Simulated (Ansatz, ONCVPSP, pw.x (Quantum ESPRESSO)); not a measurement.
zirconium (Zr): one change to the ONCV potential, in the atom and in the bcc crystal

- Element: zirconium (Zr)
- Generator: ONCVPSP 4.0.1.1 (patched build)
- Type: optimised norm-conserving Vanderbilt (ONCV)
- Functional: LDA (Perdew-Wang 92)
- Relativity: scalar-relativistic
- Frozen core: [Ar] 3d10
- Valence charge: 12
- Reference configuration: 4s2 4p6 4d2 5s2
- Partial waves: 4s+5s: rc 1.70 bohr, ncon 3, nbas 7, qcut 5.6 1/bohr, 2 projectors; 4p: rc 2.05 bohr, ncon 4, nbas 7, qcut 5.9 1/bohr, 2 projectors, debl 3.6 Ha; 4d: rc 1.70 bohr, ncon 5, nbas 10, qcut 7.2 1/bohr, local
- Local potential: the d channel
- Core correction: polynomial model core, fcfact 0.15

Change: all radii but the core radius scaled by about 1.27 (s 2.16, p 2.60, d 2.16 bohr).

Cutoffs, loose and tight: the cutoffs (Ha) at which the residual kinetic energy of the hardest occupied pseudo-wave falls to 1 and 0.1 mHa per electron. They do not see the model core or the augmentation charge, which bear on the density cutoff. Test errors are all-electron minus pseudo excitation energies from the reference, over the configurations 4s2 4p6 4d2 5s1; 4s2 4p6 4d2 5s0; 4s2 4p6 4d1 5s0; 4s2 4p6 4d2 5s0 5p1; variants that change the core or the reference have their own tests.

Crystal test: bcc Zr in pw.x 7.5, no spin, 13³ k-points, Fermi–Dirac smearing 0.01 Ry, cutoffs set for each file from its atomic test. The reference is all-electron LAPW (Ansatz 0.2.0) with the same functional, mesh and smearing; V0 and B0 come from Birch–Murnaghan fits to the pressures at five volumes. Errors are pseudo minus all-electron; Δ is the rms difference of the E(V) curves that follow from these fits, minima aligned, over ±6 % about the mean V0. Mesh and smearing are coarse, so the numbers serve the comparison and aren't converged zero-temperature values; the lattice is a test structure that the element need not adopt.

All-electron: a0 = 3.490 Å (V0 = 21.25 Å³/atom), B0 = 97.9 GPa.

Task: Does the change bring the crystal closer to the all-electron result?

Result: The mean pressure error goes from +0.12 to +0.23 GPa, so the change moves the solid further from the all-electron pressures. At 80 % of its cutoff the pressure of the base moves by -0.37 GPa.

| quantity | base | changed |
| --- | --- | --- |
| outcome (atom) | generated | generated |
| cutoff, loose (atom) | 16 Ha | 15 Ha |
| cutoff, tight (atom) | 21 Ha | 19 Ha |
| bound ghosts (atom) | none | none |
| largest test error (meV) (atom) | -6.3 | -9.4 |
| cutoffs in pw.x (Ry) | 50/200 | 50/200 |
| a0 (Å) | 3.491 | 3.493 |
| a0 error (%) | +0.04 | +0.08 |
| B0 error (%) | +0.3 | +0.3 |
| Δ (meV/atom) | 0.6 | 1.1 |
| mean pressure error (GPa) | +0.12 | +0.23 |
